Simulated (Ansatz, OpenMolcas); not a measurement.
# A small benchmark: atomisation enthalpy at 298 K

8 molecules, all hydrocarbons; the atomisation enthalpy at 298 K in kJ/mol, computed less measured. Shapes, held fixed at every level: PBE0-D4/def2-TZVP. Thermal terms are harmonic and unscaled (PBE0-D4/def2-TZVP); the spin-orbit lowering of the free atoms is taken from their spectra. Programs: Ansatz 0.2.0, OpenMolcas 26.06. Measured values: Active Thermochemical Tables, CRC Handbook of Chemistry and Physics.

Levels: A = HF/3-21G; B = HF/def2-TZVPP; C = r2SCAN-D4/def2-TZVPP; D = B3LYP/6-31G* (spherical functions); E = wB97X-V/def2-TZVPP.

| molecule | from tabulated heats | A | B | C | D | E |
| --- | --- | --- | --- | --- | --- | --- |
| C3H3 (cyclopropenyl radical) | 2318 | -843 | -667 | +33 | -7 | +7 |
| C3H4 (allene) | 2832 | -869 | -760 | +14 | -7 | -10 |
| C2H6 (ethane) | 2826 | -741 | -679 | -3 | +4 | -4 |
| C3H6 (cyclopropane) | 3405 | -1002 | -875 | +8 | -11 | +5 |
| C3H6 (propene) | 3438 | -972 | -865 | +1 | -10 | -9 |
| C4H6 (cyclobutene) | 4019 | -1238 | -1075 | +1 | -23 | -7 |
| C4H6 (SMILES CC#CC) | 4030 | -1184 | -1054 | +3 | -19 | -15 |
| C4H8 (cyclobutane) | 4584 | -1309 | -1176 | +4 | -12 | +6 |

Question: Sum up the errors.

Answer: 
```json
{"level": "HF/3-21G", "kind": "Hartree–Fock", "mean error": "-1019.8", "mean absolute error": "1019.8", "worst case": "C4H8"}
{"level": "HF/def2-TZVPP", "kind": "Hartree–Fock", "mean error": "-893.9", "mean absolute error": "893.9", "worst case": "C4H8"}
{"level": "r2SCAN-D4/def2-TZVPP", "kind": "meta-GGA", "mean error": "+7.6", "mean absolute error": "8.4", "worst case": "C3H3"}
{"level": "B3LYP/6-31G* (spherical functions)", "kind": "global hybrid", "mean error": "-10.6", "mean absolute error": "11.6", "worst case": "C4H6 (cyclobutene)"}
{"level": "wB97X-V/def2-TZVPP", "kind": "range-separated hybrid", "mean error": "-3.4", "mean absolute error": "7.9", "worst case": "C4H6 (2-butyne)"}
```

On this set wB97X-V/def2-TZVPP has the smallest mean absolute error and HF/3-21G the largest. HF/3-21G is too low in 8 of 8; HF/def2-TZVPP is too low in 8 of 8; r2SCAN-D4/def2-TZVPP is too high in 7 of 8; B3LYP/6-31G* (spherical functions) is too low in 7 of 8. Heats of the atoms come from ATcT where it has them. The levels differ in basis as well as in method. The smallest two are near a tie. For HF/3-21G and HF/def2-TZVPP and B3LYP/6-31G* (spherical functions) the error tends to grow with the atomisation enthalpy. Hartree–Fock lacks correlation and underbinds. Open shells run unrestricted. The set is small.
